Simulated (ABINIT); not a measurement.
Runs of ABINIT 10.8.3 (patched build) on Zr. The structure is hexagonal, space group P6_3/mmc (No. 194). Conventional cell: a = 3.232 Å, b = 3.232 Å, c = 5.147 Å, α = 90.00°, β = 90.00°, γ = 120.00°. Zr (site symmetry -6m2) is surrounded by 12 Zr at 3.18 to 3.23 Å. 

```csv
task,level,potentials or basis,spin,k mesh,cutoff (eV),fine-grid cutoff,gap on the mesh (eV),pressure (GPa),V0 of scaled cells (Å³/atom),B0 (GPa)
band structure,LDA,JTH PAW LDA v2.0,"SOC, no magnetisation",9 × 9 × 5,463,925.187 eV,none,-6.2,-,-
band structure,PBE,SG15 NC PBE v1.2,off,9 × 9 × 5,898,-,none,0.5,-,-
equation of state,RPBE,JTH PAW PBE v2.0,off,9 × 9 × 5,463,925.187 eV,-,-,23.96,(b)
equation of state,revPBE,JTH PAW PBE v2.0,off,9 × 9 × 5,463,925.187 eV,-,-,(a),91
single point,PBE,JTH PAW PBE v2.0,off,12 × 12 × 6,463,925.187 eV,none,0.5,-,-
```

Alike in all rows: cell as given; smearing fermi-dirac 0.05 eV.

Question: Fill in the values left out.

Answer: (a) 23.80; (b) 90.

Caveats: pressures at fixed basis lie under the slope of the energies (some runs); the cell was scaled at fixed shape and fractional positions, which overstates the stiffness of a crystal with free parameters, most of all of layers and chains (some runs); the PAW data sets were made with another functional, which shifts forces and pressure a little (some runs).

A k mesh can miss the band edges, and rows without SOC leave out spin-orbit coupling on Zr.

A gap of «none» marks a metal or a gap under the smearing width.
